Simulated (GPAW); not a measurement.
**ZnS: single point with HSE06**

**The experiment to reproduce.**

From “Electronic, vibrational, and thermodynamic properties of ZnS (zincblende and rocksalt structure)”, 2009, arxiv:0911.5022, for a bulk crystal of ZnS at 19 K: band gap 3.85 eV (direct).

The system is ZnS.

```
Zn S
1.0
     0.00000    2.70200    2.70200
     2.70200    0.00000    2.70200
     2.70200    2.70200    0.00000
Zn S
1 1
Direct
  0.75000 0.75000 0.75000
  0.00000 0.00000 0.00000
```

```yaml
Program: GPAW 26.7.0
Task: single point
Functional: HSE06
Potentials_or_basis: GPAW PAW data sets (gpaw-data 1.2.1)
Cutoff: 450 eV
Basis: pw
k_mesh: 6 × 6 × 6
Occupations: fermi-dirac, width 0.05 eV
Spin: no spin polarisation
```

The band gap on the k mesh is 3.23 eV, direct.

Levels at points of the mesh, in eV from the valence-band top:
```csv
k point,band 5,band 6,band 7,band 8,band 9,band 10
"(0.00, 0.00, 0.00)",-7.41,-7.41,0.00,0.00,0.00,3.23
"(0.50, 0.50, 0.00)",-7.34,-7.13,-5.01,-2.35,-2.35,4.33
"(0.50, 0.50, 0.50)",-7.38,-7.17,-5.62,-0.92,-0.92,4.48
```

Run time: 16 min on 8 MPI ranks on Arm Neoverse V1, with other jobs on the host, peak memory 0.22 GiB a rank.

A measured gap of ZnS is 3.85 eV (direct; 19 K; quoted in “Electronic, vibrational, and thermodynamic properties of ZnS (zincblende and rocksalt structure)”, 2009, arxiv:0911.5022); the calculated 3.23 eV misses it by -0.62 eV. The value is that of HSE06, without temperature or zero-point motion.
